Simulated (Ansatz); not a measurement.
Born–Oppenheimer molecular dynamics of a periodic cell of 16 atoms, WC (start crystal WC, start structure P-6m2, volume 1.1 times the crystal's). It goes on from the last frame of an earlier run, with new velocities.

Method: DFT PBE-D3(BJ), scalar-relativistic, plane waves, PAW in Ansatz. Settings: accuracy low, PAW set soft_1, cutoff 420 eV, k mesh 2x3x3, fermi-dirac smearing 0.24 eV, no spin polarisation.

* ensemble: NVT, Langevin thermostat
* time step: 1 fs
* steps asked: 300
* set temperature: 1680 K
* friction: 0.02 /fs
* seed: 646670

Frames 1 fs apart, positions in Å, forces in eV/Å.

Velocities at 160 fs (Å/ps):

```
W -0.16 -1.74 -0.38
C -13.13 -13.59 6.72
W -0.85 1.72 1.42
C -12.19 13.88 -15.51
W -0.94 4.45 3.74
C 7.28 -6.10 9.39
W 2.06 2.81 1.36
C 6.73 10.05 12.70
W -1.81 -2.42 3.15
C 3.54 -9.41 2.67
W -4.03 0.56 3.62
C 2.56 10.82 -0.55
W 3.10 -0.15 -0.62
C 2.69 -12.77 6.42
W 2.21 3.89 2.86
C -0.51 -16.62 -14.74
```

```xyz
16
Lattice="-2.9501 -5.1097 0.0000 4.4251 -2.5548 0.0000 0.0000 0.0000 5.7915" Properties=species:S:1:pos:R:3:forces:R:3 time_fs=160 energy_less_start_eV=-6.352 T=1390
W -0.242 -5.219 0.042 1.01 -1.24 -0.77
C 2.833 -4.219 1.253 -0.67 1.05 -0.05
W -0.819 -5.022 3.046 -0.09 -2.17 0.11
C 1.146 -4.991 4.078 -0.21 1.81 0.94
W -1.546 -2.622 -0.571 -0.63 -2.02 -0.57
C 1.301 -1.271 1.315 -1.28 -1.47 -0.06
W -0.206 -2.001 2.819 0.17 1.15 -0.13
C 0.305 -0.135 4.076 -0.17 -0.98 -1.28
W 1.441 -3.046 0.009 -1.22 1.51 1.69
C 2.618 -1.610 1.725 1.39 0.48 -1.67
W 2.064 -3.155 3.051 0.31 -0.54 1.01
C 2.645 -1.806 4.642 -1.14 -1.00 0.03
W -0.278 -0.264 0.298 0.64 1.18 -0.94
C -1.574 -3.986 0.941 -0.40 -0.77 1.29
W 0.068 1.383 2.508 -0.30 1.08 -0.19
C 0.026 -3.676 4.244 2.60 1.94 0.59
16
Lattice="-2.9501 -5.1097 0.0000 4.4251 -2.5548 0.0000 0.0000 0.0000 5.7915" Properties=species:S:1:pos:R:3:forces:R:3 time_fs=161 energy_less_start_eV=-6.286 T=1367
W -0.243 -5.221 0.042 1.05 -1.20 -0.68
C 2.820 -4.233 1.260 -0.56 1.14 -0.02
W -0.819 -5.020 3.048 -0.38 -2.50 -0.18
C 1.133 -4.976 4.062 -0.01 1.83 1.18
W -1.547 -2.617 -0.568 -0.65 -2.23 -0.66
C 1.309 -1.276 1.323 -1.46 -1.45 -0.12
W -0.205 -1.998 2.820 0.11 1.16 -0.07
C 0.311 -0.125 4.089 -0.13 -0.97 -1.40
W 1.440 -3.048 0.012 -1.21 1.57 1.58
C 2.622 -1.619 1.727 1.51 0.55 -1.73
W 2.060 -3.154 3.055 0.42 -0.52 1.05
C 2.646 -1.797 4.642 -1.20 -1.16 0.00
W -0.276 -0.264 0.297 0.53 1.09 -0.78
C -1.574 -3.999 0.948 -0.41 -0.65 1.16
W 0.070 1.387 2.510 -0.35 1.04 -0.27
C 0.028 -3.693 4.230 2.73 2.30 0.94
16
Lattice="-2.9501 -5.1097 0.0000 4.4251 -2.5548 0.0000 0.0000 0.0000 5.7915" Properties=species:S:1:pos:R:3:forces:R:3 time_fs=162 energy_less_start_eV=-6.229 T=1338
W -0.243 -5.222 0.042 1.04 -1.15 -0.58
C 2.806 -4.246 1.270 -0.47 1.20 -0.01
W -0.820 -5.018 3.050 -0.69 -2.83 -0.47
C 1.117 -4.957 4.048 0.23 1.76 1.37
W -1.547 -2.611 -0.564 -0.66 -2.43 -0.73
C 1.317 -1.280 1.329 -1.61 -1.44 -0.14
W -0.203 -1.996 2.821 0.08 1.18 -0.02
C 0.317 -0.117 4.101 -0.08 -0.94 -1.51
W 1.438 -3.050 0.015 -1.22 1.60 1.51
C 2.628 -1.627 1.728 1.56 0.60 -1.78
W 2.056 -3.153 3.059 0.52 -0.48 1.06
C 2.643 -1.791 4.643 -1.20 -1.26 -0.03
W -0.274 -0.264 0.297 0.43 1.03 -0.66
C -1.577 -4.011 0.957 -0.36 -0.55 0.98
W 0.072 1.390 2.513 -0.39 1.05 -0.28
C 0.033 -3.708 4.217 2.81 2.66 1.27
16
Lattice="-2.9501 -5.1097 0.0000 4.4251 -2.5548 0.0000 0.0000 0.0000 5.7915" Properties=species:S:1:pos:R:3:forces:R:3 time_fs=163 energy_less_start_eV=-6.194 T=1417
W -0.242 -5.224 0.042 1.00 -1.07 -0.47
C 2.793 -4.258 1.281 -0.41 1.22 -0.03
W -0.821 -5.016 3.052 -1.00 -3.13 -0.75
C 1.102 -4.936 4.037 0.50 1.59 1.48
W -1.548 -2.606 -0.560 -0.63 -2.64 -0.75
C 1.323 -1.286 1.336 -1.67 -1.45 -0.13
W -0.202 -1.993 2.822 0.06 1.20 0.02
C 0.324 -0.110 4.112 -0.05 -0.91 -1.58
W 1.436 -3.051 0.018 -1.22 1.64 1.48
C 2.637 -1.634 1.726 1.54 0.64 -1.82
W 2.052 -3.152 3.063 0.63 -0.40 1.05
C 2.640 -1.785 4.644 -1.20 -1.34 -0.08
W -0.272 -0.265 0.298 0.35 0.99 -0.57
C -1.581 -4.023 0.968 -0.28 -0.46 0.78
W 0.073 1.394 2.515 -0.42 1.09 -0.23
C 0.042 -3.719 4.202 2.80 3.04 1.60
16
Lattice="-2.9501 -5.1097 0.0000 4.4251 -2.5548 0.0000 0.0000 0.0000 5.7915" Properties=species:S:1:pos:R:3:forces:R:3 time_fs=164 energy_less_start_eV=-6.168 T=1439
W -0.242 -5.227 0.040 0.95 -0.99 -0.35
C 2.782 -4.267 1.295 -0.38 1.20 -0.10
W -0.821 -5.015 3.053 -1.30 -3.42 -1.02
C 1.085 -4.914 4.028 0.85 1.27 1.54
W -1.550 -2.601 -0.557 -0.59 -2.81 -0.74
C 1.329 -1.292 1.341 -1.66 -1.45 -0.10
W -0.201 -1.990 2.823 0.05 1.20 0.07
C 0.334 -0.104 4.122 -0.02 -0.86 -1.64
W 1.435 -3.053 0.021 -1.20 1.68 1.45
C 2.647 -1.641 1.723 1.45 0.70 -1.86
W 2.048 -3.151 3.067 0.74 -0.30 1.04
C 2.634 -1.778 4.644 -1.18 -1.44 -0.13
W -0.271 -0.266 0.299 0.28 0.96 -0.50
C -1.582 -4.036 0.980 -0.20 -0.37 0.59
W 0.074 1.398 2.517 -0.44 1.16 -0.16
C 0.054 -3.730 4.187 2.67 3.46 1.89
16
Lattice="-2.9501 -5.1097 0.0000 4.4251 -2.5548 0.0000 0.0000 0.0000 5.7915" Properties=species:S:1:pos:R:3:forces:R:3 time_fs=165 energy_less_start_eV=-6.129 T=1568
W -0.241 -5.229 0.038 0.88 -0.94 -0.25
C 2.771 -4.276 1.312 -0.35 1.15 -0.23
W -0.822 -5.014 3.054 -1.58 -3.67 -1.27
C 1.069 -4.888 4.019 1.32 0.73 1.56
W -1.552 -2.597 -0.552 -0.53 -2.94 -0.71
C 1.335 -1.301 1.347 -1.66 -1.45 -0.07
W -0.200 -1.987 2.824 0.06 1.18 0.14
C 0.345 -0.098 4.130 -0.02 -0.82 -1.63
W 1.433 -3.056 0.024 -1.20 1.74 1.43
C 2.659 -1.646 1.720 1.36 0.73 -1.91
W 2.045 -3.151 3.070 0.83 -0.16 1.01
C 2.626 -1.772 4.640 -1.13 -1.49 -0.13
W -0.270 -0.267 0.299 0.24 0.94 -0.47
C -1.583 -4.048 0.992 -0.15 -0.30 0.43
W 0.076 1.402 2.519 -0.44 1.27 -0.08
C 0.067 -3.741 4.175 2.39 4.02 2.16
16
Lattice="-2.9501 -5.1097 0.0000 4.4251 -2.5548 0.0000 0.0000 0.0000 5.7915" Properties=species:S:1:pos:R:3:forces:R:3 time_fs=166 energy_less_start_eV=-6.068 T=1482
W -0.241 -5.232 0.036 0.82 -0.89 -0.18
C 2.756 -4.282 1.330 -0.31 1.06 -0.39
W -0.823 -5.013 3.054 -1.79 -3.87 -1.48
C 1.054 -4.861 4.010 1.88 0.00 1.56
W -1.554 -2.593 -0.547 -0.47 -3.04 -0.65
C 1.342 -1.311 1.355 -1.71 -1.43 -0.06
W -0.198 -1.985 2.825 0.06 1.15 0.21
C 0.359 -0.091 4.135 -0.05 -0.79 -1.55
W 1.433 -3.058 0.027 -1.22 1.80 1.41
C 2.670 -1.651 1.718 1.33 0.77 -1.94
W 2.042 -3.151 3.072 0.92 0.00 1.01
C 2.619 -1.768 4.635 -1.09 -1.52 -0.11
W -0.269 -0.268 0.300 0.22 0.92 -0.47
C -1.582 -4.062 1.006 -0.09 -0.23 0.25
W 0.078 1.406 2.521 -0.47 1.39 0.01
C 0.081 -3.751 4.166 1.95 4.68 2.38
16
Lattice="-2.9501 -5.1097 0.0000 4.4251 -2.5548 0.0000 0.0000 0.0000 5.7915" Properties=species:S:1:pos:R:3:forces:R:3 time_fs=167 energy_less_start_eV=-6.009 T=1554
W -0.240 -5.235 0.035 0.77 -0.82 -0.13
C 2.739 -4.285 1.350 -0.22 0.91 -0.58
W -0.825 -5.012 3.054 -1.84 -3.98 -1.60
C 1.042 -4.836 4.002 2.47 -0.84 1.52
W -1.558 -2.589 -0.543 -0.40 -3.12 -0.53
C 1.348 -1.321 1.363 -1.79 -1.38 -0.07
W -0.196 -1.982 2.826 0.03 1.14 0.25
C 0.373 -0.083 4.139 -0.11 -0.77 -1.40
W 1.432 -3.061 0.030 -1.24 1.88 1.40
C 2.679 -1.657 1.712 1.38 0.80 -1.93
W 2.038 -3.150 3.075 1.00 0.16 1.02
C 2.614 -1.763 4.628 -1.05 -1.54 -0.08
W -0.269 -0.268 0.300 0.21 0.89 -0.49
C -1.582 -4.077 1.024 -0.01 -0.15 0.04
W 0.081 1.410 2.523 -0.57 1.53 0.08
C 0.096 -3.756 4.160 1.35 5.30 2.51
16
Lattice="-2.9501 -5.1097 0.0000 4.4251 -2.5548 0.0000 0.0000 0.0000 5.7915" Properties=species:S:1:pos:R:3:forces:R:3 time_fs=168 energy_less_start_eV=-5.951 T=1570
W -0.241 -5.238 0.033 0.70 -0.77 -0.09
C 2.716 -4.284 1.372 -0.10 0.72 -0.80
W -0.826 -5.012 3.054 -1.79 -4.02 -1.65
C 1.031 -4.811 3.997 3.08 -1.79 1.44
W -1.562 -2.587 -0.540 -0.32 -3.17 -0.39
C 1.354 -1.329 1.370 -1.87 -1.33 -0.06
W -0.195 -1.981 2.827 -0.02 1.15 0.25
C 0.388 -0.075 4.141 -0.16 -0.75 -1.24
W 1.432 -3.064 0.032 -1.26 1.98 1.41
C 2.689 -1.663 1.703 1.44 0.83 -1.89
W 2.035 -3.149 3.077 1.09 0.34 1.02
C 2.611 -1.760 4.619 -1.01 -1.52 -0.01
W -0.268 -0.268 0.300 0.21 0.86 -0.51
C -1.580 -4.090 1.043 0.08 -0.10 -0.19
W 0.084 1.414 2.526 -0.67 1.68 0.15
C 0.112 -3.755 4.157 0.60 5.88 2.57
16
Lattice="-2.9501 -5.1097 0.0000 4.4251 -2.5548 0.0000 0.0000 0.0000 5.7915" Properties=species:S:1:pos:R:3:forces:R:3 time_fs=169 energy_less_start_eV=-5.909 T=1671
W -0.241 -5.240 0.030 0.61 -0.75 -0.09
C 2.693 -4.281 1.395 0.05 0.49 -1.05
W -0.827 -5.012 3.054 -1.66 -3.97 -1.63
C 1.025 -4.787 3.992 3.56 -2.71 1.39
W -1.567 -2.584 -0.536 -0.25 -3.19 -0.24
C 1.362 -1.339 1.379 -1.97 -1.27 -0.06
W -0.193 -1.981 2.828 -0.09 1.19 0.23
C 0.402 -0.069 4.144 -0.21 -0.73 -1.07
W 1.432 -3.068 0.035 -1.29 2.07 1.43
C 2.700 -1.670 1.693 1.53 0.87 -1.82
W 2.031 -3.148 3.080 1.17 0.53 1.01
C 2.610 -1.763 4.610 -0.94 -1.40 0.10
W -0.267 -0.268 0.300 0.22 0.84 -0.55
C -1.579 -4.100 1.060 0.17 -0.08 -0.42
W 0.086 1.418 2.529 -0.75 1.79 0.21
C 0.126 -3.748 4.156 -0.16 6.31 2.56
16
Lattice="-2.9501 -5.1097 0.0000 4.4251 -2.5548 0.0000 0.0000 0.0000 5.7915" Properties=species:S:1:pos:R:3:forces:R:3 time_fs=170 energy_less_start_eV=-5.898 T=1591
W -0.242 -5.242 0.028 0.52 -0.74 -0.09
C 2.671 -4.278 1.418 0.19 0.24 -1.31
W -0.827 -5.012 3.052 -1.45 -3.86 -1.56
C 1.019 -4.766 3.989 3.90 -3.48 1.35
W -1.571 -2.582 -0.533 -0.19 -3.21 -0.11
C 1.367 -1.351 1.386 -1.92 -1.21 -0.02
W -0.191 -1.981 2.829 -0.15 1.25 0.20
C 0.418 -0.064 4.146 -0.27 -0.71 -0.87
W 1.431 -3.071 0.037 -1.31 2.16 1.48
C 2.712 -1.676 1.680 1.47 0.91 -1.75
W 2.027 -3.147 3.084 1.25 0.74 0.96
C 2.608 -1.767 4.602 -0.87 -1.27 0.21
W -0.267 -0.268 0.300 0.24 0.82 -0.59
C -1.576 -4.109 1.077 0.26 -0.08 -0.65
W 0.089 1.423 2.532 -0.82 1.91 0.27
C 0.139 -3.736 4.158 -0.85 6.52 2.48
16
Lattice="-2.9501 -5.1097 0.0000 4.4251 -2.5548 0.0000 0.0000 0.0000 5.7915" Properties=species:S:1:pos:R:3:forces:R:3 time_fs=171 energy_less_start_eV=-5.915 T=1637
W -0.242 -5.243 0.024 0.41 -0.76 -0.08
C 2.646 -4.276 1.440 0.35 0.01 -1.54
W -0.827 -5.013 3.050 -1.15 -3.72 -1.45
C 1.014 -4.749 3.988 4.04 -4.05 1.34
W -1.574 -2.580 -0.529 -0.13 -3.23 0.02
C 1.369 -1.364 1.395 -1.73 -1.16 0.04
W -0.190 -1.982 2.831 -0.21 1.31 0.15
C 0.436 -0.060 4.147 -0.36 -0.67 -0.64
W 1.431 -3.075 0.039 -1.34 2.27 1.55
C 2.727 -1.680 1.669 1.27 0.94 -1.70
W 2.023 -3.147 3.088 1.32 0.95 0.91
C 2.607 -1.772 4.594 -0.79 -1.15 0.31
W -0.267 -0.268 0.300 0.27 0.80 -0.67
C -1.576 -4.120 1.095 0.37 -0.07 -0.92
W 0.092 1.428 2.534 -0.88 2.04 0.36
C 0.151 -3.718 4.161 -1.42 6.51 2.33
```

Of the whole run (300 fs, mean temperature of the second half 1768 K): A run of 0.3 ps of so small a system gives no equilibrium averages. Limits of this set-up: coarse k mesh, low accuracy level.

Time of the run: 26 min on 2 threads of Arm Neoverse V2, on a shared host, peak memory 0.64 GiB.
